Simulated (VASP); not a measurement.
NaH:

```xyz
2
Lattice="0.0000 2.3864 2.3864 2.3864 0.0000 2.3864 2.3864 2.3864 0.0000" Properties=species:S:1:pos:R:3 pbc="T T T"
Na    0.0000    0.0000    0.0000
H     2.3864    2.3864    2.3864
```

The cell is a database's computed one.

* Program: VASP 6.6.1
* Task: relaxation of cell and atoms
* Functional: RPBE
* Potentials or basis: VASP PAW PBE potentials, release 64 (Na_pv, H)
* Cutoff: 600 eV
* k mesh: 8 × 8 × 8
* Occupations: gaussian, width 0.02 eV
* Spin: no spin polarisation

At the start: pressure 2.4 GPa; volume 13.59 Å³/atom.

Q: How do energy, volume and symmetry change on relaxing?

A: Over 4 steps the energy falls by 9.5 meV/atom and the volume is 14.95 Å³/atom (+10.0 %); space group Fm-3m (No. 225, to 0.05 Å).

Step by step:
| step | energy change (eV) | largest force (eV/Å) | pressure (GPa) | volume (Å³) |
| --- | --- | --- | --- | --- |
| 1 | 0.0000 | 0.0000 | 2.40 | 27.18 |
| 2 | -0.0100 | 0.0000 | 1.58 | 27.99 |
| 3 | -0.0189 | 0.0000 | 0.11 | 29.75 |
| 4 | -0.0190 | 0.0000 | 0.00 | 29.90 |

Final structure:
```cif
data_structure
_symmetry_space_group_name_H-M 'P 1'
_symmetry_Int_Tables_number 1
_cell_length_a 3.4840
_cell_length_b 3.4840
_cell_length_c 3.4840
_cell_angle_alpha 60.000
_cell_angle_beta 60.000
_cell_angle_gamma 60.000
_cell_volume 29.90
loop_
_atom_site_label
_atom_site_type_symbol
_atom_site_fract_x
_atom_site_fract_y
_atom_site_fract_z
_atom_site_occupancy
Na1 Na 0.00000 0.00000 0.00000 1
H1 H 0.50000 0.50000 0.50000 1
```

Caveat: the PAW data sets were made with another functional, which shifts forces and pressure a little.
